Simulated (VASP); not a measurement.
Computed with PBEsol GGA, VASP's PBE PAW potentials (set 64) (plane waves; VASP 6.6.1).

The input files of a VASP run:

INCAR:
```
GGA = PS   ! PBEsol
ISMEAR = 0
ALGO = Normal   ! blocked Davidson
LREAL = .FALSE.
ICHARG = 11   ! fixed density
LORBIT = 11   ! lm-projected
PREC = Accurate
LWAVE = .FALSE.
NELM = 100   ! most electronic steps
LCHARG = .FALSE.
LASPH = .TRUE.
SYSTEM = CsBr
LMAXMIX = 4
ENCUT = 400
EDIFF = 1E-7   ! SCF stop (eV)
SIGMA = 0.05
```

File POSCAR:
```
CsBr
1
    4.2481745600     0.0000000000     0.0000000000
    0.0000000000     4.2481745600     0.0000000000
    0.0000000000     0.0000000000     4.2481745600
Cs Br
1 1
Direct
  0.0000000000   0.0000000000   0.0000000000
  0.5000000000   0.5000000000   0.5000000000
```

**KPOINTS**
```
k-points along high-symmetry lines
15
Line-mode
Reciprocal
  0.000000   0.000000   0.000000 ! GAMMA
  0.000000   0.500000   0.000000 ! X

  0.000000   0.500000   0.000000 ! X
  0.500000   0.500000   0.000000 ! M

  0.500000   0.500000   0.000000 ! M
  0.000000   0.000000   0.000000 ! GAMMA

  0.000000   0.000000   0.000000 ! GAMMA
  0.500000   0.500000   0.500000 ! R

  0.500000   0.500000   0.500000 ! R
  0.000000   0.500000   0.000000 ! X

  0.500000   0.500000   0.500000 ! R
  0.500000   0.500000   0.000000 ! M
```

POTCAR, in this order: Cs_sv Br (PBE.64 set). Program: vasp_std. Read from the step before: CHGCAR.

The resulting files:

### OSZICAR
```
       N       E                     dE             d eps       ncg     rms          rms(c)
DAV:   1     0.821854381782E+02    0.82185E+02   -0.58069E+03  2160   0.925E+02
DAV:   2    -0.142503723948E+00   -0.82328E+02   -0.76262E+02  3144   0.165E+02
DAV:   3    -0.632057294595E+01   -0.61781E+01   -0.61498E+01  2640   0.513E+01
DAV:   4    -0.638102091098E+01   -0.60448E-01   -0.60419E-01  2532   0.600E+00
DAV:   5    -0.638159195270E+01   -0.57104E-03   -0.57095E-03  2628   0.553E-01
DAV:   6    -0.638160323503E+01   -0.11282E-04   -0.11282E-04  2556   0.700E-02
DAV:   7    -0.638160354858E+01   -0.31355E-06   -0.31353E-06  2632   0.997E-03
DAV:   8    -0.638160355842E+01   -0.98364E-08   -0.98433E-08  2164   0.159E-03
   1 F= -.63816036E+01 E0= -.63816036E+01  d E =-.231569E-13
```

OUTCAR:
```
 val. band max:       -0.2703874281   @ k =   0.0000   0.0000   0.0000

 cond. band min:       4.1508456471   @ k =   0.0000   0.0000   0.0000



 k-point     1 :       0.0000    0.0000    0.0000
  band No.  band energies     occupation
      1     -19.9930      2.00000
      2     -12.6955      2.00000
      3      -6.5578      2.00000
      4      -6.5578      2.00000
      5      -6.5578      2.00000
      6      -0.2704      2.00000
      7      -0.2704      2.00000
      8      -0.2704      2.00000
      9       4.1508      0.00000
     10       4.4894      0.00000
     11       4.4894      0.00000
     12       8.9110      0.00000

 k-point     2 :       0.0000    0.0357    0.0000
  band No.  band energies     occupation
      1     -19.9923      2.00000
      2     -12.6958      2.00000
      3      -6.5638      2.00000
      4      -6.5563      2.00000
      5      -6.5563      2.00000
      6      -0.2957      2.00000
      7      -0.2733      2.00000
      8      -0.2733      2.00000
      9       4.1868      0.00000
     10       4.4981      0.00000
     11       4.5210      0.00000
     12       8.9022      0.00000

 k-point     3 :       0.0000    0.0714    0.0000
  band No.  band energies     occupation
      1     -19.9900      2.00000
      2     -12.6965      2.00000
      3      -6.5812      2.00000
      4      -6.5519      2.00000
      5      -6.5519      2.00000
      6      -0.3682      2.00000
      7      -0.2819      2.00000
      8      -0.2819      2.00000
      9       4.2915      0.00000
     10       4.5240      0.00000
     11       4.6147      0.00000
     12       8.8742      0.00000

 k-point     4 :       0.0000    0.1071    0.0000
  band No.  band energies     occupation
      1     -19.9864      2.00000
      2     -12.6978      2.00000
      3      -6.6090      2.00000
      4      -6.5448      2.00000
      5      -6.5448      2.00000
      6      -0.4795      2.00000
      7      -0.2959      2.00000
...
```

The density is held fixed in this step, so its total energy and stress have no physical meaning. Unless said otherwise, spin-orbit coupling is left out, though it shifts the bands of the heavy elements here.

The compound is CsBr in the CsCl type structure. It was relaxed first.
